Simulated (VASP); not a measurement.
KCl (Sylvite):

```
CELL_PARAMETERS angstrom
0.00000 3.14647 3.14647
3.14647 0.00000 3.14647
3.14647 3.14647 0.00000
ATOMIC_POSITIONS crystal
K 0.00000 0.00000 0.00000
Cl 0.50000 0.50000 0.50000
```

Base run:

| Item | Value |
| --- | --- |
| Program | VASP 6.6.1 |
| Functional | PBE |
| Potentials or basis | VASP PAW PBE potentials, release 64 (K_sv, Cl) |
| Cutoff | 520 eV |
| k mesh | 8 × 8 × 8 |
| Occupations | gaussian, width 0.02 eV |
| Spin | no spin polarisation |

Its results: band gap on the k mesh 5.19 eV, direct; pressure 0.8 GPa.

Task: The run is repeated on the same cell with these changes: functional from PBE to PBEsol. What comes out?

Result: Band gap on the k mesh 5.02 eV, direct; pressure -0.3 GPa.

PBEsol binds more tightly than PBE, so the same cell stands under less pressure.

Caveats: the PAW data sets were made with another functional, which shifts forces and pressure a little (some runs).
